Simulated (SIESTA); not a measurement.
Pd under changes of volume

One of the cells (14.750 Å³/atom); the others are scaled copies at fixed shape and fractional positions:

```
CELL_PARAMETERS angstrom
0.00000 1.94650 1.94650
1.94650 0.00000 1.94650
1.94650 1.94650 0.00000
ATOMIC_POSITIONS crystal
Pd 0.00000 0.00000 0.00000
```

```yaml
Program: SIESTA 5.4.2
Functional: PBE
Potentials_or_basis: PseudoDojo 0.4 standard (PBE files)
Basis: TZDP (energy shift 0.003 Ry; two zetas on semicore shells)
Grid_cutoff: 800 Ry
Energy_shift: 0.003 Ry
k_mesh: 12 × 12 × 12
Occupations: fermi-dirac, width 0.05 eV
Spin: no spin polarisation
```

```tsv
volume (Å³/atom)	energy over the lowest point (meV/atom)	pressure (GPa)
13.865	?	?
14.160	62.00	17.2
14.455	34.85	12.3
14.750	16.17	8.2
15.045	5.02	4.4
15.340	0.00	1.3
15.635	1.08	-1.9
```

Q: What does the run at 13.865 Å³/atom give?

A: Energy over the lowest point 97.90 meV/atom; pressure 22.5 GPa.

Worked out: A Birch-Murnaghan fit of order 3 (a polynomial in V^(-2/3)) to the other rows has its minimum at 15.44 Å³/atom with B0 = V·E''(V) = 156 GPa and B' = 5.8. It gives 98.65 meV/atom at 13.865 Å³/atom, against the run's 97.90, and -dE/dV = 22.7 GPa, against 22.5.

Energies are extrapolated to zero smearing.

Caveats: the basis of atomic orbitals isn't converged, which shifts pressures, moduli and gaps.
